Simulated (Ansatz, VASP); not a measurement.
## PbF2: VASP beside Ansatz

```
Pb F
1.0
     5.57821    0.00000    0.00000
     0.00000    5.57821    0.00000
     0.00000    0.00000    3.93988
Pb F
2 4
Direct
  0.00000 0.00000 0.00000
  0.50000 0.50000 0.50000
  0.30923 0.30923 0.00000
  0.19077 0.80923 0.50000
  0.80923 0.19077 0.50000
  0.69077 0.69077 0.00000
```

Alike in both runs: task single point; functional r2SCAN; k mesh 4 × 4 × 4; occupations methfessel-paxton of order 1, width 0.5 eV; no spin polarisation.

|  | VASP | Ansatz |
| --- | --- | --- |
| version | VASP 6.6.1 | Ansatz 0.2.0 |
| potentials or method | VASP PAW PBE potentials, release 64 (Pb_d, F) | plane waves |
| plane-wave cutoff (eV) | 520 | 500 |
| valence electrons in the cell | 56 | 56 |

Ansatz gave:

* pressure (GPa): 0.0
* rms of the force components (eV/Å): 0.001

Which values does VASP return?

Pressure (GPa): -0.1; rms of the force components (eV/Å): 0.008.

Atom by atom the forces differ by 0.009 eV/Å (rms over components). With one functional, cell and mesh, what is left measures potentials, basis and numerics.

Caveats: the PAW data sets were made with another functional, which shifts forces and pressure a little (VASP); spin-orbit coupling is left out, which as a rule narrows the gap of such compounds by several tenths of an eV. A k mesh can miss the band edges. r2SCAN opens gaps a little over a GGA but as a rule still falls short of measured ones.
